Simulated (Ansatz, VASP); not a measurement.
**Ga in VASP and in Ansatz**

```xyz
2
Lattice="2.2258 -3.8545 0.0000 2.2258 3.8545 0.0000 0.0000 0.0000 2.7614" Properties=species:S:1:pos:R:3 pbc="T T T"
Ga    2.2258    2.5696    0.0000
Ga    2.2258   -2.5696    0.0000
```

Alike in both runs: functional PBE; k mesh 14 × 14 × 20; occupations gaussian, width 0.1 eV; no spin polarisation.

Ansatz relaxed the structure, and its values are those at the end. VASP's run is a single point on that final structure, the one shown.

```csv
,VASP,Ansatz
version,VASP 6.6.1,Ansatz 0.2.0
potentials or method,"VASP PAW PBE potentials, release 64 (Ga_d)","scalar-relativistic, plane waves, PAW"
plane-wave cutoff (eV),520,420
valence electrons in the cell,26,26
```

Ansatz gave:

* gap on the k mesh at the Fermi level (eV): none
* pressure (GPa): 0.0

Problem. What did VASP give for the same quantities?

Solution. gap on the k mesh at the Fermi level (eV): none; pressure (GPa): 0.1.

A gap of «none» marks a metal or a gap that the smearing closes. The functional is the same, so the differences come from potentials, cutoffs and numerics.
